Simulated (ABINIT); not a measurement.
Runs of ABINIT 10.8.3 (patched build) on ZnO (zincite). It takes space group P6_3mc (No. 186, hexagonal). Conventional cell: a = 3.249 Å, b = 3.249 Å, c = 5.206 Å, α = 90.00°, β = 90.00°, γ = 120.00°. Around Zn (site symmetry 3m) lie 4 O at 1.97 to 1.98 Å. O (site symmetry 3m) is surrounded by 4 Zn at 1.97 to 1.98 Å. 

```tsv
potentials or basis	cutoff (eV)	gap on the mesh (eV)	pressure (GPa)	largest force (eV/Å)
SG15 NC PBE v1.2	1143	0.87	(a)	0.05
PseudoDojo NC SR PBE v0.5 stringent	1252	0.87	4.5	0.07
PseudoDojo NC SR PBE v0.5 standard	1143	0.87	4.4	0.07
PseudoDojo NC SR PBE v0.4.1 standard	1143	0.87	4.4	0.07
PseudoDojo NC SR PBE v0.4 stringent	1252	0.87	4.5	0.07
```

Alike in all rows: task band structure; level PBE; no spin polarisation; cell as given; k mesh 9 × 9 × 5; smearing fermi-dirac 0.05 eV.

Task: Fill in the values left out.

Result: (a) 4.6.

